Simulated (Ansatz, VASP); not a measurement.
Two plane-wave programs on Ru

INCAR

```
  PREC = Accurate
  ENCUT = 520
  EDIFF = 1E-6
  ISMEAR = 0
  SIGMA = 0.15
  LREAL = F
  LASPH = T
  NELM = 80
  ALGO = Fast
  ISIF = 2
  LWAVE = F
  LCHARG = T
  GGA = PS
  LELF = T
  LVHAR = T
  NBANDS = 21
```

File KPOINTS:

```
Automatic mesh
0
Gamma
  21 21 12
```

File POSCAR:

```
Ru
1.0
    2.7620201088      0.0000000000      0.0000000000
   -1.3810100544      2.3919795800      0.0000000000
    0.0000000000      0.0000000000      4.1615356979
Ru
2
Direct
    0.3333333333      0.6666666667      0.2500000000
    0.6666666667      0.3333333333      0.7500000000
```

Input for Ansatz:

```yaml
crystal:
  lattice:
    - [2.7620201088, 0.0, 0.0]
    - [-1.3810100544, 2.39197958, 0.0]
    - [0.0, 0.0, 4.1615356979]
  atoms:
    - { symbol: Ru, position: [0.3333333333, 0.6666666667, 0.25] }
    - { symbol: Ru, position: [0.6666666667, 0.3333333333, 0.75] }
basis:
  ecutwfc: 420
kpoints:
  mp_grid: { grid: [21, 21, 12] }
hamiltonian:
  xc: pbesol
  pseudopotentials: { kind: paw, azcp: { folder: soft_1 } }
scf:
  occupations: { method: gaussian, width: 0.15 }
output:
  forces: true
  stress: true
  eigenvalues: true
```

Alike in both runs: task single point; functional PBEsol; k mesh 21 × 21 × 12; occupations gaussian, width 0.15 eV; no spin polarisation.

|  | VASP | Ansatz |
| --- | --- | --- |
| version | VASP 6.6.1 | Ansatz 0.2.0 |
| potentials or method | VASP PAW PBE potentials, release 64 (Ru_pv) | scalar-relativistic, plane waves, PAW |
| plane-wave cutoff (eV) | 520 | 420 |
| valence electrons in the cell | 28 | 32 |

```csv
,VASP,Ansatz,Ansatz less VASP
gap on the k mesh at the Fermi level (eV),none,none,-
pressure (GPa),-8.8,-8.7,+0.11
largest component of the traceless stress (GPa),12.75,12.77,+0.024
```

A gap of «none» marks a metal or a gap that the smearing closes. The two sets of potentials don't hold the same shells in valence. Ansatz warned: «pseudo_functional_mismatch».

Caveats: the PAW data sets were made with another functional, which shifts forces and pressure a little (VASP).
